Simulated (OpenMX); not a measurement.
Crystal: Ir.

```
Ir
1.0
     0.00000    1.91560    1.91560
     1.91560    0.00000    1.91560
     1.91560    1.91560    0.00000
Ir
1
Direct
  0.00000 0.00000 0.00000
```

Base run:

* Program: OpenMX 3.8.5
* Functional: PBE
* Potentials or basis: OpenMX 2013 PBE set, Ir7.0-s3p2d2f1, grid cutoff 400 Ry
* k mesh: 13 × 13 × 13
* Occupations: fermi-dirac, width 0.05 eV
* Spin: no spin polarisation

Its results: pressure 15.0 GPa.

**Question.** The run is repeated on the same cell with these changes: k mesh from 13 × 13 × 13 to 9 × 9 × 9. What comes out?

**Answer.** Pressure 14.2 GPa.

Caveats: the basis of atomic orbitals isn't converged, which shifts pressures, moduli and gaps; so large a pressure means that the cell lies far from this level's equilibrium, or that cutoff or potentials fall short (some runs).
